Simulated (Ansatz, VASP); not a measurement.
Ta in VASP and in Ansatz

The input INCAR:

```
  PREC = Accurate
  ENCUT = 520
  EDIFF = 1E-6
  ISMEAR = -1
  SIGMA = 0.05
  LREAL = F
  LASPH = T
  NELM = 100
  ALGO = Normal
  ISIF = 2
  LWAVE = F
  LCHARG = F
  GGA = RP
  NBANDS = 12
```

KPOINTS

```
Automatic mesh
0
Gamma
  11 11 11
```

Contents of POSCAR:

```
Ta
1.0
   -1.6512800000      1.6512800000      1.6512800000
    1.6512800000     -1.6512800000      1.6512800000
    1.6512800000      1.6512800000     -1.6512800000
Ta
1
Direct
    0.0000000000      0.0000000000      0.0000000000
```

File input.yaml:

```yaml
crystal:
  lattice:
    - [-1.65128, 1.65128, 1.65128]
    - [1.65128, -1.65128, 1.65128]
    - [1.65128, 1.65128, -1.65128]
  atoms:
    - { symbol: Ta, position: [0.0, 0.0, 0.0] }
hamiltonian:
  xc: rpbe
  pseudopotentials: { kind: paw }
kpoints:
  mp_grid: { grid: [11, 11, 11] }
  band_path:
    path:
      - [[0.0, 0.0, 0.0], [0.5, -0.5, 0.5], [0.0, 0.0, 0.5], [0.0, 0.0, 0.0], [0.25, 0.25, 0.25], [0.5, -0.5, 0.5]]
      - [[0.25, 0.25, 0.25], [0.0, 0.0, 0.5]]
    npoints: 14
scf:
  occupations: { method: fermi_dirac, width: 0.05 }
  n_extra_bands: 6
output:
  forces: true
  stress: true
  eigenvalues: true
  fatbands: false
```

Alike in both runs: functional RPBE; k mesh 11 × 11 × 11; occupations fermi-dirac, width 0.05 eV; no spin polarisation.

```csv
,VASP,Ansatz
version,VASP 6.6.1,Ansatz 0.2.0
potentials or method,"VASP PAW PBE potentials, release 64 (Ta_pv)",Ansatz PAW
plane-wave cutoff (eV),520,420
valence electrons in the cell,11,13
task,single point,band structure
```

Ansatz gave:

| Property | Result |
| --- | --- |
| gap on the k mesh at the Fermi level (eV) | none |
| pressure (GPa) | 6.1 |

Problem. What did VASP give for the same quantities?

Solution. gap on the k mesh at the Fermi level (eV): none; pressure (GPa): 6.2.

A gap of «none» marks a metal or a gap that the smearing closes. With one functional, cell and mesh, what is left measures potentials, basis and numerics. The two sets of potentials don't hold the same shells in valence.

Caveats: the PAW data sets were made with another functional, which shifts forces and pressure a little (VASP); spin-orbit coupling is left out, which moves the levels of the heavy elements (Ansatz); the PAW data sets come from PBE, with cores solved anew for the run's functional, which leaves a small shift of forces and pressure (Ansatz). Spin-orbit coupling is left out, which matters for the levels of Ta.
